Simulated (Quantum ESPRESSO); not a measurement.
Ce under changes of volume

One of the cells (34.371 Å³/atom); the others are scaled copies at fixed shape and fractional positions:

```
Ce
1.0
     0.00000    2.58060    2.58060
     2.58060    0.00000    2.58060
     2.58060    2.58060    0.00000
Ce
1
Direct
  0.00000 0.00000 0.00000
```

| Item | Value |
| --- | --- |
| Program | Quantum ESPRESSO 7.5 |
| Functional | LDA |
| Potentials or basis | SSSP 1.3 efficiency PBE |
| Cutoff | 748 eV |
| Density cutoff | 5987 eV |
| k mesh | 9 × 9 × 9 |
| Occupations | fermi-dirac, width 0.05 eV |
| Spin | collinear spin, ferromagnetic start |
| Starting moments | [1.0] μB |

```csv
volume (Å³/atom),energy over the lowest point (meV/atom),pressure (GPa),moment (μB per cell)
32.309,0.00,-9.2,0.00
32.996,40.47,-9.4,0.00
33.684,81.82,-9.6,0.01
34.371,123.75,-9.5,0.45
35.058,164.84,-9.4,0.63
35.746,205.67,-9.3,0.74
36.433,?,?,?
```

Q: What does the run at 36.433 Å³/atom give?

A: Energy over the lowest point 246.47 meV/atom; pressure -9.3 GPa; moment 0.83 μB per cell.

Worked out: A Birch-Murnaghan fit of order 3 (a polynomial in V^(-2/3)) to the other rows has no minimum within the range. It gives 245.13 meV/atom at 36.433 Å³/atom, against the run's 246.47, and -dE/dV = -9.1 GPa, against -9.3. The moment follows no smooth curve through the other rows.

Energies are extrapolated to zero smearing.

Caveats: the potentials were made for another functional, which shifts forces and pressure; the magnetic or orbital state may not be the lowest.
